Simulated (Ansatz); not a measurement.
As under changes of volume

One of the cells (22.434 Å³/atom); the others are scaled copies at fixed shape and fractional positions:

```
CELL_PARAMETERS angstrom
1.82500 -5.50000 0.00000
1.82500 5.50000 0.00000
0.00000 0.00000 4.47000
ATOMIC_POSITIONS crystal
As 0.39000 0.61000 0.56000
As 0.89000 0.11000 0.94000
As 0.61000 0.39000 0.44000
As 0.11000 0.89000 0.06000
```

This isn't the form of As at room conditions, which is rhombohedral.

```yaml
Program: Ansatz 0.2.0
Functional: LDA
Potentials_or_basis: all-electron LAPW, scalar-relativistic
Cutoff: 275 eV (chosen from the basis error)
Basis_error_allowed: 0.002 eV/atom
k_mesh: 8 × 8 × 6
Occupations: fermi-dirac, width 0.05 eV
Spin: no spin polarisation
```

```tsv
volume (Å³/atom)	energy over the lowest point (meV/atom)	pressure (GPa)	largest force (eV/Å)
21.088	?	?	?
21.536	0.86	1.1	0.230
21.985	0.00	-0.5	0.131
22.434	3.28	-1.9	0.192
22.882	10.30	-3.1	0.318
23.331	20.69	-4.3	0.448
23.780	34.10	-5.3	0.573
```

Task: What does the run at 21.088 Å³/atom give?

Result: Energy over the lowest point 6.31 meV/atom; pressure 2.8 GPa; largest force 0.398 eV/Å.

Worked out: A Birch-Murnaghan fit of order 3 (a polynomial in V^(-2/3)) to the other rows has its minimum at 21.85 Å³/atom with B0 = V·E''(V) = 75 GPa and B' = 4.2 at fixed shape and positions, which overstates the stiffness. It gives 6.34 meV/atom at 21.088 Å³/atom, against the run's 6.31, and -dE/dV = 2.8 GPa, against 2.8.

Energies are extrapolated to zero smearing.
